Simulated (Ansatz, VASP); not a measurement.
**BN: VASP beside Ansatz**

```
B N
1.0
     2.51217    0.00000    0.00000
    -1.25608    2.17560    0.00000
     0.00000    0.00000    8.37075
B N
2 2
Cartesian
  0.0000 1.4504 2.0927
  1.2561 0.7252 6.2781
  0.0000 1.4504 6.2781
  1.2561 0.7252 2.0927
```

Alike in both runs: functional PBE; k mesh 12 × 12 × 4; occupations gaussian, width 0.02 eV; no spin polarisation.

Ansatz relaxed the structure, and its values are those at the end. VASP's run is a single point on that final structure, the one shown.

|  | VASP | Ansatz |
| --- | --- | --- |
| version | VASP 6.6.1 | Ansatz 0.2.0 |
| potentials or method | VASP PAW PBE potentials, release 64 (B, N) | scalar-relativistic, plane waves, PAW |
| plane-wave cutoff (eV) | 520 | 420 |
| valence electrons in the cell | 16 | 16 |

```tsv
	VASP	Ansatz	Ansatz less VASP
gap on the k mesh at the Fermi level (eV)	4.39	4.39	+0.002
least direct gap on the mesh (eV)	4.66	4.66	+0.003
pressure (GPa)	0.1	0.0	-0.04
```

The functional is the same, so the differences come from potentials, cutoffs and numerics.

Caveats: this functional lacks dispersion, which binds the layers, so the pressure and a relaxed spacing across them are unreliable. A k mesh can miss the band edges.
